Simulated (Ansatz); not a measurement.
## How far is this Al₅N from the hull?

All numbers below come from DFT PBE, scalar-relativistic, plane waves, PAW in Ansatz. All cells share a 420 eV cutoff and Γ-centred k meshes spaced at most about 0.3 Å⁻¹ (about 0.25 or finer for metals, 2π included). No spin polarisation.

The zero of energy is the elements' standard structures at the same level (N₂ as a molecule); no fitted shifts are applied.

These are static total energies at zero pressure.

The competitors are the elements and 1 reference phase of this chemical system (from databases or known types: AlN), relaxed at the same level; other known phases may be missing.

The candidate was reached from: random cell.

```
Al N
1.0
     4.96303    0.00000    0.00000
    -2.48151    4.29811    0.00000
     0.00000    0.00000    4.17766
Al N
5 1
Cartesian
  1.5405 0.0000 0.0000
  -0.7702 1.3341 0.0000
  1.7113 2.9640 0.0000
  0.0000 2.8654 2.0888
  2.4815 1.4327 2.0888
  0.0000 0.0000 2.0888
```

Question: Where does it stand against these competitors?

Answer: Not stable. Its formation energy is 0.536 eV/atom. The lowest competing mixture at this composition is this:

```tsv
phase	space group	source	share of atoms	ΔE_f (eV/atom)
Al	-	element	0.6667	0.000
AlN	P6_3mc (No. 186)	COD	0.3333	-1.368
```

The mixture lies at -0.456 eV/atom, and the candidate lies 0.99 eV/atom above it. The candidate matches no cell in the subsets of the Crystallography Open Database and the Materials Project at hand. A phase this far over the hull is unlikely to be made. Shaken at random and relaxed again it fell by 0.59 eV/atom, so it probably isn't a firm minimum.
